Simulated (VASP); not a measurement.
# BeTe (F-43m) in VASP: notebook, part 2 of 2

VASP 6.6.1. Earlier steps stand in the parts before.

## 5. Equation of state, PBEsol, 20.83 Å³/atom (volume scaled by 0.98)

File INCAR:

```
  PREC = Accurate
  ENCUT = 520
  EDIFF = 1E-7
  ISMEAR = -1
  SIGMA = 0.05
  LREAL = False
  LASPH = True
  NELM = 80
  ALGO = Normal
  ISIF = 2
  LWAVE = False
  LCHARG = False
  GGA = PS
  NBANDS = 11
```

File KPOINTS:

```
regular mesh
0
Gamma
  8 8 8
```

File POSCAR:

```
BeTe
1.0
    0.0000000000      2.7514088358      2.7514088358
    2.7514088358      0.0000000000      2.7514088358
    2.7514088358      2.7514088358      0.0000000000
Te Be
1 1
Direct
    0.7500000000      0.7500000000      0.7500000000
    0.0000000000      0.0000000000      0.0000000000
```

Launch:

```bash
$ cat potpaw_PBE.64/Te/POTCAR potpaw_PBE.64/Be/POTCAR > POTCAR
$ mpirun -np 1 vasp_std > vasp.out
```

It took 18 s on 1 thread of Intel Xeon Platinum 8488C (Sapphire Rapids), shared host; peak memory 0.17 GiB.

Results (log left out):

```
Free energy            : -8.1856 eV
Pressure               : 4.0 GPa
Band gap on the k mesh : 1.67 eV, indirect (least direct gap 3.53 eV)
```

Caveat: the PAW data sets were made with another functional, which shifts forces and pressure a little; spin-orbit coupling is left out, which moves the levels of the heavy elements.

## 6. Equation of state, PBEsol, 21.68 Å³/atom (volume scaled by 1.02)

INCAR is that of step 5.

KPOINTS is that of step 5.

File POSCAR:

```
BeTe
1.0
    0.0000000000      2.7883449055      2.7883449055
    2.7883449055      0.0000000000      2.7883449055
    2.7883449055      2.7883449055      0.0000000000
Te Be
1 1
Direct
    0.7500000000      0.7500000000      0.7500000000
    0.0000000000      0.0000000000      0.0000000000
```

Potentials or basis: VASP PAW PBE potentials, release 64 (Te, Be).

Launch:

```bash
$ cat potpaw_PBE.64/Te/POTCAR potpaw_PBE.64/Be/POTCAR > POTCAR
$ mpirun -np 1 vasp_std > vasp.out
```

It took 19 s on 1 thread of Intel Xeon Platinum 8488C (Sapphire Rapids), shared host; peak memory 0.17 GiB.

The run converged. Its results:

```yaml
Free_energy: -8.2129 eV
Pressure: 1.2 GPa
Band_gap_on_the_k_mesh: 1.78 eV, indirect (least direct gap 3.57 eV)
```

Caveat: the PAW data sets were made with another functional, which shifts forces and pressure a little; spin-orbit coupling is left out, which moves the levels of the heavy elements.

## 7. Equation of state, PBEsol, 22.10 Å³/atom (volume scaled by 1.04)

INCAR is that of step 6.

KPOINTS is that of step 6.

File POSCAR:

```
BeTe
1.0
    0.0000000000      2.8064515486      2.8064515486
    2.8064515486      0.0000000000      2.8064515486
    2.8064515486      2.8064515486      0.0000000000
Te Be
1 1
Direct
    0.7500000000      0.7500000000      0.7500000000
    0.0000000000      0.0000000000      0.0000000000
```

Launch:

```bash
$ cat potpaw_PBE.64/Te/POTCAR potpaw_PBE.64/Be/POTCAR > POTCAR
$ mpirun -np 1 vasp_std > vasp.out
```

Run time: 14 s. Hardware: 1 thread of Intel Xeon Platinum 8488C (Sapphire Rapids), shared host; peak memory 0.17 GiB.

The run converged. Its results:

| Property | Result |
| --- | --- |
| Free energy | -8.2160 eV |
| Pressure | 0.0 GPa |
| Band gap on the k mesh | 1.83 eV, indirect (least direct gap 3.59 eV) |

Caveat: the PAW data sets were made with another functional, which shifts forces and pressure a little; spin-orbit coupling is left out, which moves the levels of the heavy elements.

## 8. Equation of state, PBEsol, 22.53 Å³/atom (volume scaled by 1.06)

INCAR is that of step 7.

KPOINTS is that of step 7.

File POSCAR:

```
BeTe
1.0
    0.0000000000      2.8243275181      2.8243275181
    2.8243275181      0.0000000000      2.8243275181
    2.8243275181      2.8243275181      0.0000000000
Te Be
1 1
Direct
    0.7500000000      0.7500000000      0.7500000000
    0.0000000000      0.0000000000      0.0000000000
```

Launch:

```bash
$ cat potpaw_PBE.64/Te/POTCAR potpaw_PBE.64/Be/POTCAR > POTCAR
$ mpirun -np 1 vasp_std > vasp.out
```

It took 16 s on 1 thread of Intel Xeon Platinum 8488C (Sapphire Rapids), shared host; peak memory 0.17 GiB.

Results (log left out):

```
Free energy            : -8.2129 eV
Pressure               : -1.1 GPa
Band gap on the k mesh : 1.88 eV, indirect (least direct gap 3.61 eV)
```

Caveat: the PAW data sets were made with another functional, which shifts forces and pressure a little; spin-orbit coupling is left out, which moves the levels of the heavy elements.

## 9. Equation of state, PBEsol

Potentials or basis: VASP PAW PBE potentials, release 64 (Te, Be).

This step only gathers the single runs of the series.

What came out:

```
Equilibrium volume                      : 22.10 Å³/atom
Bulk modulus                            : 60 GPa
Pressure derivative of the bulk modulus : 4.0
```

Energy against volume, from the lowest point:
| volume (Å³/atom) | energy (meV/atom) |
| --- | --- |
| 19.979 | 45.24 |
| 20.404 | 27.93 |
| 20.829 | 15.16 |
| 21.254 | 6.49 |
| 21.679 | 1.55 |
| 22.104 | 0.00 |
| 22.529 | 1.52 |

Caveat: the PAW data sets were made with another functional, which shifts forces and pressure a little.

## 10. Single point, PBE

File INCAR:

```
SYSTEM = BeTe
PREC = Accurate
ENCUT = 520
EDIFF = 1E-7
ISMEAR = -1
SIGMA = 0.05
LREAL = .False.
LASPH = .True.
NELM = 60
ALGO = Normal
ISIF = 2
LWAVE = .False.
LCHARG = .False.
GGA = PE
NBANDS = 11
```

File KPOINTS:

```
Automatic mesh
0
Gamma
  8 8 8
  0 0 0
```

File POSCAR:

```
BeTe
1.0
    0.0000000000      2.7700000000      2.7700000000
    2.7700000000      0.0000000000      2.7700000000
    2.7700000000      2.7700000000      0.0000000000
Te Be
1 1
Direct
    0.7500000000      0.7500000000      0.7500000000
    0.0000000000      0.0000000000      0.0000000000
```

Launch:

```bash
$ cat potpaw_PBE.64/Te/POTCAR potpaw_PBE.64/Be/POTCAR > POTCAR
$ mpirun -np 1 vasp_std > vasp.out
```

It took 8.5 s on 1 thread of Intel Xeon Platinum 8559C (Emerald Rapids), shared host; peak memory 0.17 GiB.

It converged, with:

- Free energy: -7.5848 eV
- Pressure: 4.5 GPa
- Band gap on the k mesh: 1.85 eV, indirect (least direct gap 3.56 eV)

Levels at points of the mesh, in eV from the valence-band top:
```
           k point  band 1  band 2  band 3  band 4  band 5  band 6  band 7  band 8
(0.00, 0.00, 0.00)  -12.63    0.00    0.00    0.00    3.56    3.56    3.56    4.19
(0.50, 0.00, 0.00)  -11.16   -5.87   -1.22   -1.22    3.21    4.56    4.56    7.79
(0.50, 0.50, 0.00)  -10.62   -5.39   -2.84   -2.84    1.85    2.59   10.02   10.02
```

Caveat: spin-orbit coupling is left out, which moves the levels of the heavy elements. A k mesh can miss the band edges.

## 11. Single point, PBE (atoms moved at random, drawn with an rms of 0.05 Å)

File INCAR:

```
SYSTEM = BeTe
  ALGO = Normal
  EDIFF = 1E-7
  ENCUT = 520
  GGA = PE
  ISIF = 2
  ISMEAR = -1
  LASPH = .True.
  LCHARG = .True.
  LELF = .True.
  LREAL = .False.
  LVHAR = .True.
  LWAVE = .False.
  NBANDS = 11
  NELM = 80
  PREC = Accurate
  SIGMA = 0.05
```

File KPOINTS:

```
k-points
0
Gamma
  8 8 8
  0 0 0
```

File POSCAR:

```
BeTe
1.0
    0.0000000000      2.7700000000      2.7700000000
    2.7700000000      0.0000000000      2.7700000000
    2.7700000000      2.7700000000      0.0000000000
Te Be
1 1
Direct
    0.7537510000      0.7580670000      0.7321250000
    0.0049720000     -0.0133140000      0.0019370000
```

Launch:

```bash
$ cat potpaw_PBE.64/Te/POTCAR potpaw_PBE.64/Be/POTCAR > POTCAR
$ mpirun -np 1 vasp_std > vasp.out
```

Run time: 70 s. Hardware: 1 thread of Intel Xeon Platinum 8559C (Emerald Rapids), shared host; peak memory 0.26 GiB.

It converged, with:

```yaml
Free_energy: -7.5598 eV
Pressure: 4.6 GPa
Largest_force: 0.618 eV/Å
Band_gap_on_the_k_mesh: 1.58 eV, indirect (least direct gap 3.16 eV)
```

Forces in eV/Å, atoms in the order of the input:
```
Te   0.043  0.445 -0.427
Be  -0.043 -0.445  0.427
```

Stress tensor (GPa, compression positive):
```
 4.71  1.29 -1.34
 1.29  4.60 -0.12
-1.34 -0.12  4.61
```

Levels at points of the mesh, in eV from the valence-band top:
| k point | band 2 | band 3 | band 4 | band 5 | band 6 | band 7 |
| --- | --- | --- | --- | --- | --- | --- |
| (0.00, 0.00, 0.00) | -0.51 | -0.26 | 0.00 | 3.16 | 3.31 | 3.49 |
| (0.50, 0.00, 0.00) | -6.12 | -1.67 | -1.26 | 2.94 | 4.03 | 4.62 |
| (0.00, 0.50, 0.00) | -6.02 | -1.62 | -1.39 | 2.91 | 4.06 | 4.39 |
| (0.00, 0.00, 0.50) | -6.21 | -1.56 | -1.32 | 3.00 | 4.22 | 4.58 |
| (0.50, 0.50, 0.50) | -6.12 | -1.67 | -1.26 | 2.94 | 4.02 | 4.62 |
| (0.50, 0.50, 0.00) | -5.64 | -3.16 | -3.01 | 1.58 | 2.34 | 9.68 |
| (0.00, 0.50, 0.50) | -5.65 | -3.09 | -3.06 | 1.58 | 2.33 | 9.77 |
| (0.50, 0.00, 0.50) | -5.64 | -3.16 | -3.01 | 1.58 | 2.35 | 9.67 |

Caveat: spin-orbit coupling is left out, which moves the levels of the heavy elements. A k mesh can miss the band edges.

## 12. Equation of state, PBE, 19.98 Å³/atom (volume scaled by 0.94)

File INCAR:

```
PREC = Accurate ; ENCUT = 520
EDIFF = 1E-7 ; ISMEAR = -1
SIGMA = 0.05 ; LREAL = F
LASPH = T ; NELM = 80
ALGO = Normal ; ISIF = 2
LWAVE = F ; LCHARG = F
GGA = PE ; NBANDS = 11
```

File KPOINTS:

```
Automatic mesh
0
Gamma
  8 8 8
```

File POSCAR:

```
BeTe
1.0
    0.0000000000      2.7134535211      2.7134535211
    2.7134535211      0.0000000000      2.7134535211
    2.7134535211      2.7134535211      0.0000000000
Te Be
1 1
Direct
    0.7500000000      0.7500000000      0.7500000000
    0.0000000000      0.0000000000      0.0000000000
```

Potentials or basis: VASP PAW PBE potentials, release 64 (Te, Be).

Launch:

```bash
$ cat potpaw_PBE.64/Te/POTCAR potpaw_PBE.64/Be/POTCAR > POTCAR
$ mpirun -np 1 vasp_std > vasp.out
```

Wall time 11 s (1 thread of Intel Xeon Platinum 8559C (Emerald Rapids), shared host); peak memory 0.17 GiB.

Results (log left out):

```
Free energy            : -7.4750 eV
Pressure               : 9.6 GPa
Band gap on the k mesh : 1.68 eV, indirect (least direct gap 3.50 eV)
```

Caveat: spin-orbit coupling is left out, which moves the levels of the heavy elements.

## 13. Equation of state, PBE, 20.40 Å³/atom (volume scaled by 0.96)

File INCAR:

```
PREC     = Accurate       # precision mode
ENCUT    = 520            # plane-wave cutoff, eV
EDIFF    = 1E-7           # SCF threshold, eV
ISMEAR   = -1             # smearing method
SIGMA    = 0.05           # smearing width, eV
LREAL    = F              # projectors in reciprocal space
LASPH    = T              # aspherical terms in the spheres
NELM     = 100            # most SCF steps
ALGO     = Normal         # electronic algorithm
ISIF     = 2              # what is computed and relaxed
LWAVE    = F              # write WAVECAR
LCHARG   = F              # write CHGCAR
GGA      = PE             # functional
NBANDS   = 11             # bands
```

KPOINTS is that of step 12.

File POSCAR:

```
BeTe
1.0
    0.0000000000      2.7325629784      2.7325629784
    2.7325629784      0.0000000000      2.7325629784
    2.7325629784      2.7325629784      0.0000000000
Te Be
1 1
Direct
    0.7500000000      0.7500000000      0.7500000000
    0.0000000000      0.0000000000      0.0000000000
```

Launch:

```bash
$ cat potpaw_PBE.64/Te/POTCAR potpaw_PBE.64/Be/POTCAR > POTCAR
$ mpirun -np 1 vasp_std > vasp.out
```

It took 11 s on 1 thread of Intel Xeon Platinum 8559C (Emerald Rapids), shared host; peak memory 0.16 GiB.

The run converged. Its results:

* Free energy: -7.5208 eV
* Pressure: 7.7 GPa
* Band gap on the k mesh: 1.74 eV, indirect (least direct gap 3.52 eV)

Caveat: spin-orbit coupling is left out, which moves the levels of the heavy elements.

## 14. Equation of state, PBE, 20.83 Å³/atom (volume scaled by 0.98)

File INCAR:

```
SYSTEM = BeTe
PREC = Accurate ; ENCUT = 520
EDIFF = 1E-7 ; ISMEAR = -1
SIGMA = 0.05 ; LREAL = .FALSE.
LASPH = .TRUE. ; NELM = 100
ALGO = Normal ; ISIF = 2
LWAVE = .FALSE. ; LCHARG = .FALSE.
GGA = PE ; NBANDS = 11
```

File KPOINTS:

```
Automatic mesh
0
G
  8 8 8
  0 0 0
```

File POSCAR:

```
BeTe
1.0
    0.0000000000      2.7514088358      2.7514088358
    2.7514088358      0.0000000000      2.7514088358
    2.7514088358      2.7514088358      0.0000000000
Te Be
1 1
Direct
    0.7500000000      0.7500000000      0.7500000000
    0.0000000000      0.0000000000      0.0000000000
```

Launch:

```bash
$ cat potpaw_PBE.64/Te/POTCAR potpaw_PBE.64/Be/POTCAR > POTCAR
$ mpirun -np 1 vasp_std > vasp.out
```

Run time: 12 s. Hardware: 1 thread of Intel Xeon Platinum 8559C (Emerald Rapids), shared host; peak memory 0.17 GiB.

It converged, with:

```yaml
Free_energy: -7.5571 eV
Pressure: 6.0 GPa
Band_gap_on_the_k_mesh: 1.79 eV, indirect (least direct gap 3.54 eV)
```

Caveat: spin-orbit coupling is left out, which moves the levels of the heavy elements.

## 15. Equation of state, PBE, 21.68 Å³/atom (volume scaled by 1.02)

File INCAR:

```
ALGO = Normal
EDIFF = 1E-7
ENCUT = 520
GGA = PE
ISIF = 2
ISMEAR = -1
LASPH = T
LCHARG = F
LREAL = F
LWAVE = F
NBANDS = 11
NELM = 80
PREC = Accurate
SIGMA = 0.05
```

File KPOINTS:

```
k-points
0
Gamma
  8 8 8
```

File POSCAR:

```
BeTe
1.0
    0.0000000000      2.7883449055      2.7883449055
    2.7883449055      0.0000000000      2.7883449055
    2.7883449055      2.7883449055      0.0000000000
Te Be
1 1
Direct
    0.7500000000      0.7500000000      0.7500000000
    0.0000000000      0.0000000000      0.0000000000
```

Potentials or basis: VASP PAW PBE potentials, release 64 (Te, Be).

Launch:

```bash
$ cat potpaw_PBE.64/Te/POTCAR potpaw_PBE.64/Be/POTCAR > POTCAR
$ mpirun -np 1 vasp_std > vasp.out
```

Wall time 12 s (1 thread of Intel Xeon Platinum 8559C (Emerald Rapids), shared host); peak memory 0.17 GiB.

Results (log left out):

| Quantity | Value |
| --- | --- |
| Free energy | -7.6046 eV |
| Pressure | 3.1 GPa |
| Band gap on the k mesh | 1.90 eV, indirect (least direct gap 3.58 eV) |

Caveat: spin-orbit coupling is left out, which moves the levels of the heavy elements.

## 16. Equation of state, PBE, 22.10 Å³/atom (volume scaled by 1.04)

File INCAR:

```
SYSTEM = BeTe
PREC = Accurate
ENCUT = 520
EDIFF = 1E-7
ISMEAR = -1
SIGMA = 0.05
LREAL = .FALSE.
LASPH = .TRUE.
NELM = 60
ALGO = Normal
ISIF = 2
LWAVE = .FALSE.
LCHARG = .FALSE.
GGA = PE
NBANDS = 11
```

File KPOINTS:

```
Automatic mesh
0
G
  8 8 8
  0 0 0
```

File POSCAR:

```
BeTe
1.0
    0.0000000000      2.8064515486      2.8064515486
    2.8064515486      0.0000000000      2.8064515486
    2.8064515486      2.8064515486      0.0000000000
Te Be
1 1
Direct
    0.7500000000      0.7500000000      0.7500000000
    0.0000000000      0.0000000000      0.0000000000
```

Launch:

```bash
$ cat potpaw_PBE.64/Te/POTCAR potpaw_PBE.64/Be/POTCAR > POTCAR
$ mpirun -np 1 vasp_std > vasp.out
```

Wall time 14 s (1 thread of Intel Xeon Platinum 8559C (Emerald Rapids), shared host); peak memory 0.17 GiB.

The run converged. Its results:

```
Free energy            : -7.6174 eV
Pressure               : 1.8 GPa
Band gap on the k mesh : 1.95 eV, indirect (least direct gap 3.60 eV)
```

Caveat: spin-orbit coupling is left out, which moves the levels of the heavy elements.

## 17. Equation of state, PBE, 22.53 Å³/atom (volume scaled by 1.06)

File INCAR:

```
PREC     = Accurate       # precision mode
ENCUT    = 520            # plane-wave cutoff, eV
EDIFF    = 1E-7           # SCF threshold, eV
ISMEAR   = -1             # smearing method
SIGMA    = 0.05           # smearing width, eV
LREAL    = False          # projectors in reciprocal space
LASPH    = True           # aspherical terms in the spheres
NELM     = 80             # most SCF steps
ALGO     = Normal         # electronic algorithm
ISIF     = 2              # what is computed and relaxed
LWAVE    = False          # write WAVECAR
LCHARG   = False          # write CHGCAR
GGA      = PE             # functional
NBANDS   = 11             # bands
```

File KPOINTS:

```
regular mesh
0
Gamma
  8 8 8
```

File POSCAR:

```
BeTe
1.0
    0.0000000000      2.8243275181      2.8243275181
    2.8243275181      0.0000000000      2.8243275181
    2.8243275181      2.8243275181      0.0000000000
Te Be
1 1
Direct
    0.7500000000      0.7500000000      0.7500000000
    0.0000000000      0.0000000000      0.0000000000
```

Launch:

```bash
$ cat potpaw_PBE.64/Te/POTCAR potpaw_PBE.64/Be/POTCAR > POTCAR
$ mpirun -np 1 vasp_std > vasp.out
```

Run time: 12 s. Hardware: 1 thread of Intel Xeon Platinum 8559C (Emerald Rapids), shared host; peak memory 0.16 GiB.

The run converged. Its results:

- Free energy: -7.6236 eV
- Pressure: 0.6 GPa
- Band gap on the k mesh: 2.00 eV, indirect (least direct gap 3.62 eV)

Caveat: spin-orbit coupling is left out, which moves the levels of the heavy elements.

## 18. Equation of state, PBE

Potentials or basis: VASP PAW PBE potentials, release 64 (Te, Be).

No new run: the results of the series are fitted here.

What came out:

```yaml
Equilibrium_volume: "22.77 Å³/atom (rough: see the caveat)"
Bulk_modulus: 57 GPa (rough)
```

Energy against volume, from the lowest point:
| volume (Å³/atom) | energy (meV/atom) |
| --- | --- |
| 19.979 | 74.29 |
| 20.404 | 51.41 |
| 20.829 | 33.26 |
| 21.254 | 19.42 |
| 21.679 | 9.49 |
| 22.104 | 3.13 |
| 22.529 | 0.00 |

Caveat: the minimum lies outside the volumes run. The run has no spin-orbit coupling, so splittings on Te are missing.

## 19. Overview

```csv
task,level,cell,ladder,gap on the mesh (eV),pressure (GPa)
single point,PBEsol,as given,free,1.73,2.5
equation of state,PBEsol,as given,free,-,-
single point,PBE,as given,-,1.85,4.5
single point,PBE,"atoms moved at random, drawn with an rms of 0.05 Å",-,1.58,4.6
equation of state,PBE,as given,-,-,-
```

Alike in all rows: potentials or basis VASP PAW PBE potentials, release 64 (Te, Be); no spin polarisation; k mesh 8 × 8 × 8; cutoff (eV) 520; smearing fermi-dirac 0.05 eV.

Caveats: spin-orbit coupling is left out, which moves the levels of the heavy elements (some runs); the PAW data sets were made with another functional, which shifts forces and pressure a little (some runs); the minimum lies outside the volumes run (some runs).

Total energies depend on the potentials used, so only differences within one code and one set of settings carry meaning.
